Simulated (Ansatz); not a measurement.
Runs of Ansatz 0.2.0 on MgO. The structure is cubic, space group Fm-3m (No. 225). The conventional cell has a = 4.194 Å, b = 4.194 Å, c = 4.194 Å, α = 90.00°, β = 90.00°, γ = 90.00°. Mg (site symmetry m-3m) is surrounded by 6 O at 2.10 Å. O (site symmetry m-3m) has 6 Mg at 2.10 Å as nearest neighbours. The cell is a database's computed one.

```tsv
task	level	cell	k mesh	cutoff (eV)	gap on the mesh (eV)	pressure (GPa)	relaxed volume (Å³/atom)
relaxation of cell and atoms	revPBE+D4	relaxed	11 × 11 × 11	-	(b)	0.0	9.43
elastic constants	PBEsol	as given	8 × 8 × 8	338	(a)	2.4	-
relaxation of cell and atoms	revPBE+D3(BJ)	relaxed	11 × 11 × 11	-	(c)	0.0	9.24
band structure	RPBE	as given	11 × 11 × 11	317	4.97	11.9	-
elastic constants	LDA	as given	8 × 8 × 8	338	4.78	-3.9	-
```

Alike in all rows: potentials or basis all-electron LAPW, scalar-relativistic; no spin polarisation; smearing fermi-dirac 0.05 eV; basis error allowed 0.001 eV/atom.

**Question.** Fill in the values left out.

**Answer.** (a) 4.76; (b) 4.74; (c) 4.93.

Caveats: an odd mesh through Γ misses points on the zone boundary, where band edges often lie (some runs); the cell is more than 3 GPa from zero pressure, which shifts response properties (some runs).

Runs at the PBE level aren't shown here.
